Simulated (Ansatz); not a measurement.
# A series in volume per atom on V

Results calculated with Ansatz 0.2.0 development build, not measured. Equation of state of a cubic crystal from periodic Kohn-Sham density functional theory without spin; pressure corrected for the finite basis.

Cell of the first row (space group Fd-3m, No. 227):
```
CELL_PARAMETERS angstrom
0.00000 2.59730 2.59730
2.59730 0.00000 2.59730
2.59730 2.59730 0.00000
ATOMIC_POSITIONS crystal
V 0.00000 0.00000 0.00000
V 0.25000 0.25000 0.25000
```

Settings of every row: formula V; structure type diamond; functional PBE; spin treatment none; k mesh 35x35x35; occupation method fermi-dirac; occupation width 0.061225619 eV; wave cutoff 420 eV; datasets soft-1 PAW; density cutoff ratio 4.

Limits: a cubic model structure, not a phase known at ambient conditions; no spin polarisation, a magnetic state may lie lower; some atoms lie unusually close (a squeezed, shaken or made-up cell).

| row | volume per atom (Å³) | pressure (GPa) | energy above lowest point (meV/atom) |
| --- | --- | --- | --- |
| 1 | 17.522 | 4.395 | 14.2 |
| 2 | 17.895 | 2.743 | 5.93 |
| 3 | 18.268 | 1.25 | 1.31 |
| 4 | 18.64 | ? | ? |
| 5 | 19.013 | -1.312 | 1.67 |
| 6 | 19.386 | -2.406 | 6.01 |
| 7 | 19.759 | -3.39 | 12.78 |

Question: what pressure should row 4 give?

Worked fit of pressure. Take u = (V_r/V)^(2/3) − 1 with V_r = 18.641 Å³ an atom, which is twice the finite (Eulerian) strain; such expansions in the strain, on which the Birch-Murnaghan equation of state is built, carry the rest volume and the bulk modulus. The shown rows have u = 0.04213, 0.0276, 0.01357, -0.01309, -0.02579, -0.03809. Least squares give pressure = −0.0987 + 95.961 × u + 252.41 × u² + 40 × u³ GPa; a parabola predicts inner rows, each left out in turn, worse (root mean square 0.00091 against 0.0005 GPa). All shown rows lie on it to the printed digit. The pressure vanishes at u = 0.0010, or V = 18.61 Å³ an atom, and there the bulk modulus at fixed shape and fractions is B = −V dP/dV = (2/3)(1 + u) dP/du = 64.4 GPa. The withheld row has u = 4e-05, so the fit gives −0.0987 + 95.961 × (4e-05) + 252.41 × (4e-05)² + 40 × (4e-05)³ = -0.095 GPa.

The calculation gave -0.098 GPa. The fit lies 0.003 GPa (3.1 % of the value, 0.039 % of the column's range) above it; its largest miss of a shown row is 0.000 GPa.

The other values of row 4: energy above lowest point 0 meV/atom.
